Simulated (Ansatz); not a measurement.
# Nb(110) / 3 layers Li(110) / Nb(110): resistance against film thickness

How does the resistance across the layers grow with the film in Nb(110) / 3 layers Li(110) / Nb(110)?

Calculated with Ansatz 0.2.0; Ansatz plane-wave DFT, PBE, PAW files; ballistic transport by layer matching (Landauer), zero bias; PAW set soft_1.

This is a report of a sequence of runs, with most program output left out.

## (1) Set-up

The cell holds 12 atoms: 9 Nb and 3 Li. Cell: a = 2.863 Å, b = 2.863 Å, c = 29.433 Å, α = 90.0°, β = 90.0°, γ = 109.5°. It derives from Nb and Li. Regions: lead, 9 atoms (9 Nb); films, 3 atoms (3 Li). The structure is stacked along c, and the current runs across the ab planes.

## (2) With 3 layers

The film is laid into the lead at the lead's in-plane lattice, and the cell closes on the lead's own image. The mesh across the current, 26×26, is finer than the density's, because channels open and close sharply across the zone. Energies from -1 to 1 eV in steps of 0.036 eV cover the slope of the Fermi function at 300 K, so the program can form a conductance.

Input file input.yaml:

```yaml
crystal:
  lattice:
    - [1.65315, -2.3379071506, 0.0]
    - [1.65315, 2.3379071506, 0.0]
    - [0.0, 0.0, 29.4327318513]
  atoms:
    - { symbol: Nb, position: [0.0, 0.0, 0.0397161086] }
    - { symbol: Nb, position: [0.5, 0.5, 0.1191483259] }
    - { symbol: Nb, position: [0.0, 0.0, 0.1985805431] }
    - { symbol: Nb, position: [0.5, 0.5, 0.2780127604] }
    - { symbol: Li, position: [0.0, 0.0, 0.3652472098] }
    - { symbol: Li, position: [0.5, 0.5, 0.4602838914] }
    - { symbol: Li, position: [0.0, 0.0, 0.555320573] }
    - { symbol: Nb, position: [0.5, 0.5, 0.6425550224] }
    - { symbol: Nb, position: [0.0, 0.0, 0.7219872396] }
    - { symbol: Nb, position: [0.5, 0.5, 0.8014194569] }
    - { symbol: Nb, position: [0.0, 0.0, 0.8808516741] }
    - { symbol: Nb, position: [0.5, 0.5, 0.9602838914] }
kpoints:
  mp_grid: { grid: [14, 14, 1] }
hamiltonian:
  xc: pbe
  pseudopotentials: { kind: paw, azcp: { folder: soft_1 } }
scf:
  occupations: { method: fermi_dirac, width: 0.1 }
output:
  transmission: { leads: [[0, 1]], kmesh: [26, 26], e_range: [-1.0, 1.0], de: 0.036 }
  write_potential: true
  write_density: true
  volumetric_format: npy
  elf: true
```

Launch:

```sh
> ansatz run input.yaml --threads 4 --pin off --max-ram 8192MiB --backend cpu --events-out ev --progress --plain --runs-dir out
```

Run time: 4.9 min. Hardware: 4 threads of Arm Neoverse V2, shared host; peak memory 1.1 GiB.

This step gave:

- free energy: -41584.3721 eV
- energy at zero smearing: -41584.1347 eV
- Fermi energy: 12.90 eV
- cell area: 7.730 Å²
- step of the lead's potential: 4.4 meV
- ballistic conductance of the lead: 1.84e15 S/m²
- estimated errors of the lead's conductance: 0, 5.1, 2.2 % (band edges, k-mesh, distance from neutral)
- lead conductance per cell: 1.835 G₀
- conductance of the junction: 2.78e14 S/m²
- junction conductance per cell: 0.2770 G₀
- estimated errors of the junction's conductance: 0.3, 0.1, 13.2, 722.6, 2 % (energy step, band edges, k-mesh, leads' steps, distance from neutral)
- area resistance that the stack adds (contact term taken off, spin by spin): 3.059 fΩ m²

Per spin. The transmission, zone mean by energy, zero at the Fermi level:

| energy (eV) | transmission, zone mean |
| --- | --- |
| -1.000 | 0.142 |
| -0.928 | 0.140 |
| -0.856 | 0.114 |
| -0.784 | 0.122 |
| -0.712 | 0.121 |
| -0.676 | 0.134 |
| -0.604 | 0.163 |
| -0.532 | 0.181 |
| -0.460 | 0.197 |
| -0.388 | 0.237 |
| -0.316 | 0.285 |
| -0.244 | 0.338 |
| -0.208 | 0.353 |
| -0.172 | 0.332 |
| -0.100 | 0.303 |
| -0.028 | 0.286 |
| 0.008 | 0.273 |
| 0.080 | 0.259 |
| 0.152 | 0.242 |
| 0.224 | 0.236 |
| 0.296 | 0.235 |
| 0.368 | 0.229 |
| 0.440 | 0.238 |
| 0.512 | 0.231 |
| 0.584 | 0.201 |
| 0.656 | 0.187 |
| 0.692 | 0.181 |
| 0.764 | 0.179 |
| 0.836 | 0.164 |
| 0.908 | 0.139 |
| 0.980 | 0.143 |

Per spin. Table of open channels, zone mean, lead by energy, zero at the Fermi level:

energy (eV), open channels, zone mean, lead and a bar from the least value:
```
   -1.000       1.37 ############
   -0.964       1.37 ############
   -0.892       1.32 ###########
   -0.856       1.27 ##########
   -0.784       1.23 #########
   -0.748       1.29 ##########
   -0.676       1.34 ############
   -0.640       1.39 #############
   -0.568       1.34 ############
   -0.532       1.37 ############
   -0.460       1.58 #################
   -0.424       1.70 ###################
   -0.352       1.88 #######################
   -0.316       2.01 ##########################
   -0.244       2.22 ##############################
   -0.208       2.19 #############################
   -0.136       2.10 ###########################
   -0.100       2.01 ##########################
   -0.028       1.88 #######################
    0.008       1.83 ######################
    0.080       1.69 ###################
    0.116       1.65 ##################
    0.188       1.54 ################
    0.224       1.47 ##############
    0.296       1.26 ##########
    0.332       1.19 ########
    0.404       1.05 #####
    0.440       1.03 #####
    0.512       1.00 #####
    0.548       1.01 #####
    0.620       0.96 ####
    0.656       0.94 ###
    0.728       0.94 ###
    0.764       0.93 ###
    0.836       0.88 ##
    0.872       0.87 ##
    0.944       0.78 
    0.980       0.79
```

Transmission over k1 and k2. At 0.0080 eV from the Fermi level.

log10 of the mean of each cell. Values, 12 rows by 16 columns:
```
-2.3 -1.1 -0.4 -0.3 -0.7 -0.3 -0.2 -0.1 -0.2 -0.6 -1.2 -2.3 -3.1 -2.9 -3.2 -3.1
-0.8 -0.3 -0.1 -0.2 -0.6 -0.4 -0.9 -0.2 -0.1 -0.1 -0.2 -0.6 -2.1 -3.9 -4.0 -2.9
-0.8 -0.5 -0.3 -0.6 -1.1 -0.2 -0.8 -0.7 -0.7 -0.9 -0.7 -0.8 -0.8 -1.7 -3.2 -2.9
-0.5 -0.6 -0.5 -0.2 -0.3 -0.6 -1.0 -0.9 -0.9 -0.6 -0.2 -0.3 -1.0 -0.3 -0.8 -2.5
-0.4 -0.3 -0.8 -0.8 -0.8 -1.0 -1.1 -1.1 -0.9 -0.6 -0.3 -0.4 -1.0 -0.3 -0.2 -1.2
-0.7 -0.1 -0.2 -0.3 -2.0 -0.8 -1.0 -1.5 -1.5 -1.0 -0.7 -1.0 -1.3 -0.2 -0.1 -0.4
-1.5 -0.3 -0.1 -0.5 -1.5 -0.5 -0.6 -0.9 -1.3 -1.4 -0.9 -1.1 -1.5 -0.3 -0.2 -0.1
-1.3 -1.1 -0.2 -0.5 -0.7 -0.1 -0.3 -0.6 -0.8 -0.9 -1.3 -0.6 -0.3 -0.4 -1.0 -0.2
-1.9 -2.9 -1.1 -0.7 -0.8 -0.5 -0.5 -1.2 -1.4 -1.5 -0.4 -0.4 -1.0 -0.4 -0.6 -0.5
-1.2 -3.2 -3.9 -1.5 -1.0 -0.4 -0.4 -0.4 -0.2 -0.7 -0.4 -0.3 -0.8 -0.1 -0.2 -0.3
-2.3 -3.3 -3.9 -3.9 -2.1 -0.7 -0.3 -0.1 -0.1 -0.3 -1.0 -0.6 -0.5 -0.1 -0.2 -0.8
-2.9 -2.8 -2.1 -1.3 -2.1 -1.5 -1.3 -1.1 -0.5 -0.3 -0.3 -0.5 -1.0 -0.4 -1.2 -2.2
```
Columns: k1 (b1) from -0.5 to 0.462; rows upwards: k2 (b2) from -0.5 to 0.462.

Open channels over k1 and k2. At 0.0080 eV from the Fermi level.

Ten even steps from '_' (0.00) to '@' (4.00):
```
++++++++++++::::++++++++++++++++++++##::::++++++++++
++++++++++++::::++__++++++++++++++####::::++++++++++
++++++++++++::::++__++++++++++++++####::::::++++++++
++++++++++++::::++____++++++++++++####::::::++++++++
++++++++++++::::++++____++++++++######::::::::::++++
::::::::::::::::::++____________::::::::::::::::::::
::::::::::::::::::++____________::::::::::::::::::::
@@++++++++++::::@@##@@############++++::::##########
++++______++++++####@@@@##++########++::::########++
++++++++________@@@@##################::::##++++++++
++++++++++______##@@##################____++++++++++
++++++++++++____######################____++++++++++
++++++++++++____##++##############++##____++++++++++
++++++++++++____######################____++++++++++
++++++++++++____##################@@##______++++++++
++++++++++##::::##################@@@@________++++++
++++########::::++########++##@@@@####++++++______++
@@##########::::++++############@@##@@::::++++++++++
::::::::::::::::::::::____________++::::::::::::::::
::::::::::::::::::::::____________++::::::::::::::::
++++++::::::::::######++++++++____++++::::++++++++++
++++++++++::::::####++++++++++++____++::::++++++++++
++++++++++::::::####++++++++++++++__++::::++++++++++
++++++++++++::::####++++++++++++++__++::::++++++++++
++++++++++++::::##++++++++++++++++++++::::++++++++++
++++++++++++::::@@++++++++++++++++++@@::::++++++++++
```
Columns: k1 (b1) from -0.5 to 0.462; rows upwards: k2 (b2) from -0.5 to 0.462.

ELF in the ca plane at fractional y = 0.000, with atoms of Nb and Li within 0.2 Å of it. It is the smooth field of the valence electrons, not physical close to the nuclei.

Values in units of 1e-1, 5 rows by 16 columns, each cell a mean:
```
5.3 3.5 3.6 3.6 6.4 4.0 3.9 3.8 3.0 4.7 2.3 6.4 6.0 5.9 2.1 3.3
3.0 3.7 3.0 3.3 3.8 2.9 3.4 3.2 4.6 1.1 4.2 6.1 5.2 6.3 2.4 2.0
3.3 3.9 2.9 4.3 2.5 3.9 3.4 3.2 5.3 3.4 5.5 6.0 4.9 6.4 4.3 4.2
3.7 3.6 3.1 3.0 5.5 3.0 3.5 3.3 3.9 0.6 3.4 6.2 5.4 6.2 1.5 1.2
5.4 3.6 3.9 3.9 5.2 4.4 4.1 4.1 2.8 7.3 2.1 6.4 6.2 5.8 3.1 4.9
```
Columns run along c (16.0 Å, from fractional 0.05 to 0.59 of the cell), rows up along a (2.9 Å). Atoms in or near the plane, at fractional coordinates: Nb at (0.20, 0.00), Li at (0.37, 0.00), Li at (0.56, 0.00).

Electrostatic potential energy in the ca plane at fractional y = 0.000, with atoms of Nb and Li within 0.2 Å of it. With pseudopotentials it is smooth inside the atoms' cores, unlike the true potential.

Ten even steps from '0' (-41 eV) to '9' (16 eV), each cell a mean:
```
02799999984000279999999974368999999999985348
25899999986212589999999987789999999999998779
78999999998767899999999999999999999999999999
99999999999989999999999999999999999999999999
89999999999888999999999999999999999999999999
47999999997534799999999998899999999999998889
03799999985000489999999985579999999999986568
01799999983000279999999963258999999999984237
```
Columns run along c (16.0 Å, from fractional 0.05 to 0.59 of the cell; values clipped at the 3rd and 97th percentile), rows up along a (2.9 Å). Atoms in or near the plane, at fractional coordinates: Nb at (0.20, 0.00), Li at (0.37, 0.00), Li at (0.56, 0.00).

Valence density in the ca plane at fractional y = 0.000, with atoms of Nb and Li within 0.2 Å of it. It is the smooth field of the valence electrons, not physical close to the nuclei.

Ten steps, logarithmic in the rise over the least value, from '0' (0.0 e/Å³) to '9' (7.5 e/Å³), each cell a mean:
```
87422222236898742222211138850000000000006872
75322222234787532222211002300000000000001320
43222222223454322232211000000000000000000000
32222332222333222233221000000000000000000000
33222232222333222233211000000000000000000000
64322222224666422222211000100000000000000100
86422222235888632222211126630000000000004651
97422222247999742222211149960000000000017982
```
Columns run along c (16.0 Å, from fractional 0.05 to 0.59 of the cell), rows up along a (2.9 Å). Atoms in or near the plane, at fractional coordinates: Nb at (0.20, 0.00), Li at (0.37, 0.00), Li at (0.56, 0.00).

The lead's potential steps by 4.4 meV from period to period, small in itself. The program estimates the junction's conductance to 13 % from the k-mesh, 2 % from the leads' distance from neutral and 723 % from their steps; more lead layers would test the latter.

By hand: 1/G − 1/G_lead = 1/0.2776 − 1/1.839 = 3.06 fΩ m² with G in 10¹⁵ S/m².

## (3) With 5 layers, film layers 5

The stack now holds 5 film layers; the k-mesh follows the cell, and the energies span -0.27 to 0.27 eV.

System of this step: Nb(110) / 5 layers Li(110) / Nb(110). The cell holds 14 atoms: 9 Nb and 5 Li. Cell: a = 2.863 Å, b = 2.863 Å, c = 35.027 Å, α = 90.0°, β = 90.0°, γ = 109.5°. It derives from Nb and Li. Regions: lead, 9 atoms (9 Nb); films, 5 atoms (5 Li). The structure is stacked along c, and the current runs across the ab planes.

Input file input.yaml:

```yaml
crystal:
  lattice:
    - [1.65315, -2.3379071506, 0.0]
    - [1.65315, 2.3379071506, 0.0]
    - [0.0, 0.0, 35.0271101816]
  atoms:
    - { symbol: Nb, position: [0.0, 0.0, 0.0333728238] }
    - { symbol: Nb, position: [0.5, 0.5, 0.1001184713] }
    - { symbol: Nb, position: [0.0, 0.0, 0.1668641189] }
    - { symbol: Nb, position: [0.5, 0.5, 0.2336097664] }
    - { symbol: Li, position: [0.0, 0.0, 0.3069115074] }
    - { symbol: Li, position: [0.5, 0.5, 0.3867693418] }
    - { symbol: Li, position: [0.0, 0.0, 0.4666271762] }
    - { symbol: Li, position: [0.5, 0.5, 0.5464850107] }
    - { symbol: Li, position: [0.0, 0.0, 0.6263428451] }
    - { symbol: Nb, position: [0.5, 0.5, 0.6996445861] }
    - { symbol: Nb, position: [0.0, 0.0, 0.7663902336] }
    - { symbol: Nb, position: [0.5, 0.5, 0.8331358811] }
    - { symbol: Nb, position: [0.0, 0.0, 0.8998815287] }
    - { symbol: Nb, position: [0.5, 0.5, 0.9666271762] }
kpoints:
  mp_grid: { grid: [14, 14, 1] }
hamiltonian:
  xc: pbe
  pseudopotentials: { kind: paw, azcp: { folder: soft_1 } }
scf:
  occupations: { method: fermi_dirac, width: 0.1 }
output:
  transmission:
    leads: [[0, 1]]
    kmesh: [26, 26]
    e_range: [-0.27, 0.27]
    de: 0.036
  write_potential: true
  write_density: true
  volumetric_format: npy
```

Elapsed: 2.8 min, on 4 threads; peak memory 1.2 GiB.

This step gave:

| Quantity | Value |
| --- | --- |
| free energy | -41993.6945 eV |
| energy at zero smearing | -41993.4423 eV |
| Fermi energy | 10.97 eV |
| step of the lead's potential | 5 meV |
| lead conductance per cell | 1.834 G₀ |
| conductance of the junction | 2.71e14 S/m² |
| junction conductance per cell | 0.2706 G₀ |
| estimated errors of the junction's conductance | 0.2, 0.1, 14.6, 92.4, 1.1 % (energy step, band edges, k-mesh, leads' steps, distance from neutral) |
| area resistance that the stack adds (contact term taken off, spin by spin) | 3.143 fΩ m² |

Per spin. Transmission, zone mean against energy, zero at the Fermi level:

| energy (eV) | transmission, zone mean |
| --- | --- |
| -0.270 | 0.307 |
| -0.234 | 0.308 |
| -0.198 | 0.315 |
| -0.162 | 0.310 |
| -0.126 | 0.301 |
| -0.090 | 0.291 |
| -0.054 | 0.270 |
| -0.018 | 0.272 |
| 0.018 | 0.271 |
| 0.054 | 0.266 |
| 0.090 | 0.252 |
| 0.126 | 0.247 |
| 0.162 | 0.239 |
| 0.198 | 0.236 |
| 0.234 | 0.220 |
| 0.270 | 0.209 |

The conductance of the junction is 2.7e14 S/m², 2.3 % under the 2.8e14 S/m² of the last finished run, within the error estimates, leads' steps apart, of 13 and 15 %. The estimate from the leads' steps, 92 %, is larger still.

## (4) With 6 layers, film layers 6

The stack now holds 6 film layers; the k-mesh follows the cell, and the energies span -0.27 to 0.27 eV.

System of this step: Nb(110) / 6 layers Li(110) / Nb(110). The cell holds 14 atoms: 8 Nb and 6 Li. Its edges and angles: a = 2.863 Å, b = 2.863 Å, c = 35.486 Å, α = 90.0°, β = 90.0°, γ = 109.5°. It derives from Nb and Li. Regions: lead, 8 atoms (8 Nb); films, 6 atoms (6 Li). The structure is stacked along c, and the current runs across the ab planes.

input.yaml, the sections that differ from step 3:

```yaml
crystal:
  lattice:
    - [1.65315, -2.3379071506, 0.0]
    - [1.65315, 2.3379071506, 0.0]
    - [0.0, 0.0, 35.4863921961]
  atoms:
    - { symbol: Nb, position: [0.0, 0.0, 0.0329408966] }
    - { symbol: Nb, position: [0.5, 0.5, 0.0988226897] }
    - { symbol: Nb, position: [0.0, 0.0, 0.1647044829] }
    - { symbol: Nb, position: [0.5, 0.5, 0.2305862761] }
    - { symbol: Li, position: [0.0, 0.0, 0.3029393105] }
    - { symbol: Li, position: [0.5, 0.5, 0.3817635863] }
    - { symbol: Li, position: [0.0, 0.0, 0.4605878621] }
    - { symbol: Li, position: [0.5, 0.5, 0.5394121379] }
    - { symbol: Li, position: [0.0, 0.0, 0.6182364137] }
    - { symbol: Li, position: [0.5, 0.5, 0.6970606895] }
    - { symbol: Nb, position: [0.0, 0.0, 0.7694137239] }
    - { symbol: Nb, position: [0.5, 0.5, 0.8352955171] }
    - { symbol: Nb, position: [0.0, 0.0, 0.9011773103] }
    - { symbol: Nb, position: [0.5, 0.5, 0.9670591034] }
# kpoints, hamiltonian, scf, output: as in step 3
```

It took 2.7 min on 4 threads; peak memory 1.2 GiB.

This step gave:

- free energy: -37646.0164 eV
- energy at zero smearing: -37645.7820 eV
- Fermi energy: 9.730 eV
- step of the lead's potential: 3.9 meV
- estimated errors of the lead's conductance: 0, 5.1, 2 % (band edges, k-mesh, distance from neutral)
- lead conductance per cell: 1.837 G₀
- junction conductance per cell: 0.2704 G₀
- estimated errors of the junction's conductance: 0.2, 0, 14.3, 68.1, 1.3 % (energy step, band edges, k-mesh, leads' steps, distance from neutral)
- area resistance that the stack adds (contact term taken off, spin by spin): 3.147 fΩ m²

Per spin. Table of transmission, zone mean by energy, zero at the Fermi level:

| energy (eV) | transmission, zone mean |
| --- | --- |
| -0.270 | 0.288 |
| -0.234 | 0.316 |
| -0.198 | 0.313 |
| -0.162 | 0.299 |
| -0.126 | 0.293 |
| -0.090 | 0.295 |
| -0.054 | 0.278 |
| -0.018 | 0.272 |
| 0.018 | 0.273 |
| 0.054 | 0.267 |
| 0.090 | 0.245 |
| 0.126 | 0.238 |
| 0.162 | 0.225 |
| 0.198 | 0.224 |
| 0.234 | 0.217 |
| 0.270 | 0.221 |

The conductance of the junction is 2.7e14 S/m², 0.074 % under the 2.7e14 S/m² of the last finished run, within the error estimates, leads' steps apart, of 15 and 14 %. The estimate from the leads' steps, 68 %, is larger still.

[end of part 1 of 2]

[Logs are printed without paths, hosts, clocks, repeated set-up lines and the standing remarks that a program may print on its own settings, such as how far it seeks lower states.]

[Hosts, paths, dates, database ids (printed as entryN), source tags and the programs' standing remarks are cut or masked in the printed files.]
